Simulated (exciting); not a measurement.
Consider RbBr, space group Fm-3m.

```cif
data_structure
_symmetry_space_group_name_H-M 'P 1'
_symmetry_Int_Tables_number 1
_cell_length_a 4.8465
_cell_length_b 4.8465
_cell_length_c 4.8465
_cell_angle_alpha 60.000
_cell_angle_beta 60.000
_cell_angle_gamma 60.000
_cell_volume 80.50
loop_
_atom_site_label
_atom_site_type_symbol
_atom_site_fract_x
_atom_site_fract_y
_atom_site_fract_z
_atom_site_occupancy
Rb1 Rb 0.00000 0.00000 0.00000 1
Br2 Br 0.50000 0.50000 0.50000 1
```

Absorber: atom 2, with 6 Rb at 3.43 Å (octahedral, site symmetry m-3m). Method: exciting, all-electron LAPW+lo, LDA, exchange and screened direct term (singlet BSE), 4×4×4 shifted k points, 34 conduction bands, |G+q| up to 3 bohr⁻¹, full RPA screening with nempty = 61, Lorentzian half width 1.26 eV.

The database entry behind the starting cell differs from later determinations by our own check (about 0.5 % short), so it need not match the best structure at ambient conditions.

Predict the Br K near-edge structure at this level.

Bound core exciton? Undecided on this mesh: the first bright state (over 5 % of the brightest) lies at -0.33 eV from the Kohn–Sham onset and at -0.63 eV from the lowest bare transition of its own mesh; weaker or dark states reach down to -1.10 eV. Maxima (height): 0.7 eV (1.00), 3.3 eV (0.79), 9.5 eV (0.48) and 16.5 eV (0.41).

Energy from the Kohn–Sham onset, core level to the lowest empty state found on the meshes used; Im ε in relative units:

| E (eV) | Im ε |
| --- | --- |
| -9.5 | 0.03 |
| -9.0 | 0.03 |
| -8.5 | 0.03 |
| -8.0 | 0.04 |
| -7.5 | 0.04 |
| -7.0 | 0.04 |
| -6.5 | 0.05 |
| -6.0 | 0.05 |
| -5.5 | 0.06 |
| -5.0 | 0.07 |
| -4.5 | 0.08 |
| -4.0 | 0.10 |
| -3.5 | 0.12 |
| -3.0 | 0.15 |
| -2.5 | 0.18 |
| -2.0 | 0.24 |
| -1.5 | 0.32 |
| -1.0 | 0.45 |
| -0.5 | 0.64 |
| 0.0 | 0.84 |
| 0.5 | 0.98 |
| 1.0 | 0.98 |
| 1.5 | 0.90 |
| 2.0 | 0.81 |
| 2.5 | 0.77 |
| 3.0 | 0.78 |
| 3.5 | 0.78 |
| 4.0 | 0.75 |
| 4.5 | 0.70 |
| 5.0 | 0.65 |
| 5.5 | 0.59 |
| 6.0 | 0.53 |
| 6.5 | 0.46 |
| 7.0 | 0.41 |
| 7.5 | 0.39 |
| 8.0 | 0.40 |
| 8.5 | 0.43 |
| 9.0 | 0.47 |
| 9.5 | 0.48 |
| 10.0 | 0.47 |
| 10.5 | 0.46 |
| 11.0 | 0.45 |
| 11.5 | 0.45 |
| 12.0 | 0.44 |
| 12.5 | 0.43 |
| 13.0 | 0.42 |
| 13.5 | 0.40 |
| 14.0 | 0.39 |
| 14.5 | 0.38 |
| 15.0 | 0.39 |
| 15.5 | 0.39 |
| 16.0 | 0.40 |
| 16.5 | 0.41 |
| 17.0 | 0.41 |
| 17.5 | 0.40 |
| 18.0 | 0.40 |
| 18.5 | 0.39 |
| 19.0 | 0.37 |
| 19.5 | 0.33 |
| 20.0 | 0.30 |
| 20.5 | 0.29 |
| 21.0 | 0.28 |
| 21.5 | 0.28 |
| 22.0 | 0.27 |

With 64 k points the binding energies are rough, and fine structure above the first lines is partly noise of the mesh. The kernel cutoff is low for a compact core orbital, so the effect of exchange is a lower bound. The zero comes from the unshifted 3×3×3 ground-state mesh; it is exact only where the band minimum lies on that mesh. The structure is a published determination, not relaxed.

[Banner, clock and machine lines of the logs are left out without a mark of their own.]

[Logs are printed without paths, hosts, clocks, repeated set-up lines and the standing remarks that a program may print on its own settings, such as how far it seeks lower states.]

[Hosts, paths, dates, database ids (printed as entryN), source tags and the programs' standing remarks are cut or masked in the printed files.]
